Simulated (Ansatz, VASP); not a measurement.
C in VASP and in Ansatz

```
CELL_PARAMETERS angstrom
0.00000 2.05502 1.33577
2.05502 0.00000 1.33577
2.05502 2.05502 0.00000
ATOMIC_POSITIONS crystal
C 0.50000 0.50000 0.50000
C 0.75000 0.75000 0.75000
```

Alike in both runs: task single point; functional r2SCAN; k mesh 12 × 12 × 12; occupations gaussian, width 0.05 eV; no spin polarisation.

```csv
,VASP,Ansatz
version,VASP 6.6.1,Ansatz 0.2.0
potentials or method,"VASP PAW PBE potentials, release 64 (C)","scalar-relativistic, plane waves, PAW"
plane-wave cutoff (eV),520,500
valence electrons in the cell,8,8
```

|  | VASP | Ansatz | Ansatz less VASP |
| --- | --- | --- | --- |
| gap on the k mesh at the Fermi level (eV) | none | none | - |
| pressure (GPa) | 3.2 | 2.2 | -0.95 |
| largest component of the traceless stress (GPa) | 136.11 | 136.57 | +0.453 |

A gap of «none» marks a metal or a gap that the smearing closes.

Caveats: the PAW data sets were made with another functional, which shifts forces and pressure a little (VASP).
